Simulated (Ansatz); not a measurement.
KF: optical spectrum with r2SCAN+rVV10

Crystal: KF.

```
K F
1.0
     3.25061    0.03188   -0.00392
     0.03188    3.31172    0.05433
    -0.00392    0.05433    3.21647
K F
1 1
Direct
  0.00000 0.00000 0.00000
  0.50000 0.50000 0.50000
```

The cell comes from a database or a generator and needn't be the stable form of this composition.

The cell isn't the ideal one: cell strained at random at fixed volume.

```
Program             : Ansatz 0.2.0
Task                : optical spectrum
Functional          : r2SCAN
Dispersion          : rVV10
Potentials or basis : Ansatz PAW
Cutoff              : 500 eV (not typed: the program's choice for these potentials)
k mesh              : 8 × 8 × 8
Occupations         : fixed
Spin                : no spin polarisation
Broadening          : 0.2 eV
```

```json
{
  "Band gap on the k mesh": "7.02 eV, indirect (least direct gap 7.07 eV)"
}
```

Levels at points of the mesh, in eV from the valence-band top:
| k point | band 4 | band 5 | band 6 | band 7 | band 8 | band 9 | band 10 | band 11 | band 12 | band 13 |
| --- | --- | --- | --- | --- | --- | --- | --- | --- | --- | --- |
| (0.00, 0.00, 0.00) | -10.22 | -10.19 | -0.14 | -0.08 | -0.04 | 7.02 | 8.91 | 8.98 | 14.48 | 14.54 |
| (0.00, 0.00, -0.50) | -10.14 | -10.10 | -1.24 | -0.27 | -0.17 | 10.01 | 10.22 | 11.76 | 13.00 | 13.15 |
| (0.00, -0.50, 0.00) | -10.12 | -10.10 | -1.23 | -0.20 | -0.15 | 9.89 | 9.98 | 11.62 | 13.31 | 13.39 |
| (0.00, -0.50, -0.50) | -10.93 | -10.03 | -0.68 | -0.62 | -0.03 | 9.22 | 9.71 | 12.56 | 12.81 | 14.90 |
| (-0.50, 0.00, 0.00) | -10.15 | -10.09 | -1.23 | -0.28 | -0.13 | 9.95 | 10.16 | 11.70 | 13.05 | 13.30 |
| (-0.50, 0.00, -0.50) | -11.00 | -10.06 | -0.66 | -0.64 | -0.09 | 9.06 | 9.77 | 12.47 | 12.55 | 15.30 |
| (-0.50, -0.50, 0.00) | -10.95 | -10.02 | -0.67 | -0.63 | 0.00 | 9.32 | 9.65 | 12.72 | 12.89 | 14.90 |
| (-0.50, -0.50, -0.50) | -10.83 | -10.73 | -1.08 | -1.07 | -1.05 | 10.91 | 11.24 | 11.44 | 15.79 | 15.97 |

Dielectric function (mean over the directions given):
```
energy (eV)  real part  imaginary part
       0.30       2.14            0.00
       0.60       2.14            0.00
       1.00       2.14            0.00
       1.30       2.14            0.00
       1.70       2.15            0.00
       2.00       2.16            0.00
       2.40       2.17            0.00
       2.70       2.18            0.00
       3.10       2.19            0.00
       3.40       2.21            0.00
       3.80       2.23            0.00
       4.10       2.24            0.00
       4.50       2.27            0.00
       4.80       2.29            0.00
       5.20       2.33            0.00
       5.50       2.36            0.00
       5.90       2.42            0.00
       6.20       2.47            0.00
       6.60       2.56            0.00
       6.90       2.67            0.01
       7.30       2.84            0.18
       7.60       2.84            0.29
       8.00       2.85            0.38
       8.30       2.89            0.42
       8.70       3.01            0.48
       9.00       3.23            0.57
       9.40       3.49            1.11
       9.70       3.37            1.60
      10.10       3.05            2.24
      10.40       2.25            2.66
      10.80       1.14            2.13
      11.10       1.10            1.45
      11.50       1.00            1.03
      11.80       1.28            0.49
      12.20       1.94            0.46
      12.50       2.24            0.75
      12.90       2.20            1.21
      13.20       1.99            1.50
      13.60       1.46            1.58
      14.00       1.11            1.20
```

It took 110 s on 1 thread of AMD EPYC 9R45 96-Core Processor (Zen 5) (shared host), peak memory 1.7 GiB.

Caveat: spectra need much finer meshes, so this one isn't converged; independent-particle spectra lack excitons. A k mesh can miss the band edges.
